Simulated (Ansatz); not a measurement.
The system is EuS.

```
Eu S
1.0
     0.00000    2.97850    2.97850
     2.97850    0.00000    2.97850
     2.97850    2.97850    0.00000
Eu S
1 1
Direct
  0.00000 0.00000 0.00000
  0.50000 0.50000 0.50000
```

Program: Ansatz 0.2.0. Alike in all runs: task band structure; potentials or basis Ansatz PAW; spin collinear, ferromagnetic start; cell as given; k mesh 8 × 8 × 8; smearing fermi-dirac 0.05 eV.

Order these runs on this cell by their pressure, lowest first.
A. level LDA; cutoff (eV) 420
B. level BLYP; cutoff (eV) 420
C. level r2SCAN; cutoff (eV) 500

A (-7.4 GPa), C (-2.1 GPa), B (0.7 GPa).

Caveats: a cell with one magnetic atom can't hold antiferromagnetic order, which such compounds often take; the PAW data sets come from PBE, with cores solved anew for the run's functional, which leaves a small shift of forces and pressure; the magnetic or orbital state may not be the lowest (some runs).

Runs at the PBE level aren't shown here.
